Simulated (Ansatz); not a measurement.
Results of PBEsol (Ansatz, an electronic-structure program, PAW) for spinel MgAl2O4.

Settings: plane-wave cutoff 520 eV, 8×8×8 k mesh, Fermi–Dirac smearing 0.01 eV, scalar-relativistic PAW data made under PBE.

Cell (relaxed at this level):

```cif
data_Al4Mg2O8
_chemical_formula_sum 'Mg2 Al4 O8'
_space_group_name_H-M_alt 'P 1'
_space_group_IT_number 1
_cell_length_a 5.73184
_cell_length_b 5.73184
_cell_length_c 5.73184
_cell_angle_alpha 60.000
_cell_angle_beta 60.000
_cell_angle_gamma 60.000
loop_
_space_group_symop_operation_xyz
  'x, y, z'
loop_
_atom_site_label
_atom_site_type_symbol
_atom_site_fract_x
_atom_site_fract_y
_atom_site_fract_z
_atom_site_occupancy
Mg1 Mg 0.00000 0.00000 0.00000 1
Mg2 Mg 0.25000 0.25000 0.25000 1
Al1 Al 0.62500 0.12500 0.62500 1
Al2 Al 0.12500 0.62500 0.62500 1
Al3 Al 0.62500 0.62500 0.12500 1
Al4 Al 0.62500 0.62500 0.62500 1
O1 O 0.38854 0.83438 0.38854 1
O2 O 0.41562 0.86146 0.86146 1
O3 O 0.38854 0.38854 0.83438 1
O4 O 0.86146 0.41562 0.86146 1
O5 O 0.38854 0.38854 0.38854 1
O6 O 0.86146 0.86146 0.86146 1
O7 O 0.83438 0.38854 0.38854 1
O8 O 0.86146 0.86146 0.41562 1
```

Task: Estimate the bulk modulus B0, band gap, smallest direct gap on the k points sampled and pressure derivative B′ of the bulk modulus that the calculation returns.

Result: 
- bulk modulus B0: 190 GPa
- band gap: 5.21 eV
- smallest direct gap on the k points sampled: 5.22 eV
- pressure derivative B′ of the bulk modulus: 4.1

Measured, for comparison: band gap 7.8 eV (temperature not stated, not corrected to a static lattice; as tabulated in Neo et al. (2023), doi:10.1002/gch2.202200236); bulk modulus 195 GPa (300 K, copied from a table, unchecked, not corrected to a static lattice; as tabulated in BurnMan's mineral tables). Computed (rounded) less measured: band gap -2.59 eV, bulk modulus not scored (unchecked).

Note: the bulk modulus comes from volumes at which shape and atoms were relaxed.

The computed numbers hold no vibrational or temperature effects.

It cost roughly 7 core-minutes of CPU time.
